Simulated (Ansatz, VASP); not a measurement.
**CsCl: VASP beside Ansatz**

File POSCAR:

```
CsCl
1.0
    4.1230000000      0.0000000000      0.0000000000
    0.0000000000      4.1230000000      0.0000000000
    0.0000000000      0.0000000000      4.1230000000
Cs Cl
1 1
Direct
    0.0000000000      0.0000000000      0.0000000000
    0.5000000000      0.5000000000      0.5000000000
```

Contents of INCAR.step1:

```
SYSTEM = CsCl
  PREC = Accurate
  ENCUT = 520
  ISMEAR = 0
  SIGMA = 0.05
  LREAL = .False.
  LASPH = .True.
  NELM = 60
  NBANDS = 15
  GGA = PE
  ALGO = Normal
  EDIFF = 1E-4
  LWAVE = .True.
  LCHARG = .False.
```

File INCAR.step2:

```
SYSTEM = CsCl
  PREC = Accurate
  ENCUT = 520
  EDIFF = 1E-6
  ISMEAR = 0
  SIGMA = 0.05
  LREAL = .False.
  LASPH = .True.
  NELM = 60
  ALGO = Normal
  ISIF = 2
  LWAVE = .False.
  LCHARG = .False.
  METAGGA = R2SCAN
  LMIXTAU = .True.
  NBANDS = 15
  ISTART = 1
```

The input KPOINTS:

```
Automatic mesh
0
Gamma
  6 6 6
  0 0 0
```

Input for Ansatz:

```yaml
crystal:
  lattice:
    - [4.123, 0.0, 0.0]
    - [0.0, 4.123, 0.0]
    - [0.0, 0.0, 4.123]
  atoms:
    - { symbol: Cs, position: [0.0, 0.0, 0.0] }
    - { symbol: Cl, position: [0.5, 0.5, 0.5] }
basis:
  ecutwfc: 500
kpoints:
  mp_grid: { grid: [6, 6, 6] }
hamiltonian:
  xc: r2scan
scf:
  occupations: { method: gaussian, width: 0.05 }
output:
  forces: true
  stress: true
  eigenvalues: true
```

Alike in both runs: task single point; functional r2SCAN; k mesh 6 × 6 × 6; occupations gaussian, width 0.05 eV; no spin polarisation.

|  | VASP | Ansatz |
| --- | --- | --- |
| version | VASP 6.6.1 | Ansatz 0.2.0 |
| potentials or method | VASP PAW PBE potentials, release 64 (Cs_sv, Cl) | scalar-relativistic, plane waves, PAW |
| plane-wave cutoff (eV) | 520 | 500 |
| valence electrons in the cell | 16 | 16 |

Ansatz gave:

* gap on the k mesh at the Fermi level (eV): 5.90
* least direct gap on the mesh (eV): 5.90
* pressure (GPa): 0.2

Task: Estimate VASP's values.

Result: gap on the k mesh at the Fermi level (eV): 5.90; least direct gap on the mesh (eV): 5.90; pressure (GPa): 0.3.

Caveats: the PAW data sets were made with another functional, which shifts forces and pressure a little (VASP); spin-orbit coupling is left out, which moves the levels of the heavy elements. A k mesh can miss the band edges. r2SCAN opens gaps a little over a GGA but as a rule still falls short of measured ones.
